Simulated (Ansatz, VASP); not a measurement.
Two plane-wave programs on Ca

```
Ca
1.0
    -2.95726    2.95726    1.59955
     2.95726   -2.95726    1.59955
     2.95726    2.95726   -1.59955
Ca
2
Direct
  0.62500 0.87500 0.75000
  0.37500 0.12500 0.25000
```

Alike in both runs: functional PBE; k mesh 12 × 12 × 12; occupations fermi-dirac, width 0.05 eV; no spin polarisation.

Ansatz relaxed the structure, and its values are those at the end. VASP's run is a single point on that final structure, the one shown.

```csv
,VASP,Ansatz
version,VASP 6.6.1,Ansatz 0.2.0
potentials or method,"VASP PAW PBE potentials, release 64 (Ca_sv)","PAW with Ansatz's default frozen-core files, scalar-relativistic"
plane-wave cutoff (eV),520,420
valence electrons in the cell,20,20
```

Ansatz gave:

| Quantity | Value |
| --- | --- |
| pressure (GPa) | 10.4 |

Q: Which values does VASP return?

A: Pressure (GPa): 10.5.
